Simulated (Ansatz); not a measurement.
Runs of Ansatz 0.2.0 on Re. Symmetry: P6_3/mmc, No. 194, hexagonal system. Conventional cell: a = 2.761 Å, b = 2.761 Å, c = 4.458 Å, α = 90.00°, β = 90.00°, γ = 120.00°. Re (site symmetry -6m2) has 12 Re at 2.74 to 2.76 Å as nearest neighbours. 

```csv
task,level,cell,cutoff (eV),smearing,gap on the mesh (eV),pressure (GPa),relaxed volume (Å³/atom)
relaxation of cell and atoms,RPBE,relaxed,-,fermi-dirac 0.05 eV,-,0.0,15.12
single point,PBE,as given,281,gaussian 0.019 eV,none,5.9,-
relaxation of cell and atoms,revPBE+D3(BJ),relaxed,-,fermi-dirac 0.05 eV,-,0.0,14.54
single point,PBE,as given,281,gaussian 0.023 eV,none,5.9,-
relaxation of cell and atoms,revPBE+D4,relaxed,-,fermi-dirac 0.05 eV,-,0.0,(a)
```

Alike in all rows: potentials or basis all-electron LAPW, scalar-relativistic; no spin polarisation; k mesh 11 × 11 × 6; basis error allowed 0.001 eV/atom.

Estimate the missing entries.

(a) 14.65.

A k mesh can miss the band edges, and the runs leave out spin-orbit coupling on Re.

A gap of «none» marks a metal or a gap under the smearing width.

The runs don't all hold the same shells in valence.
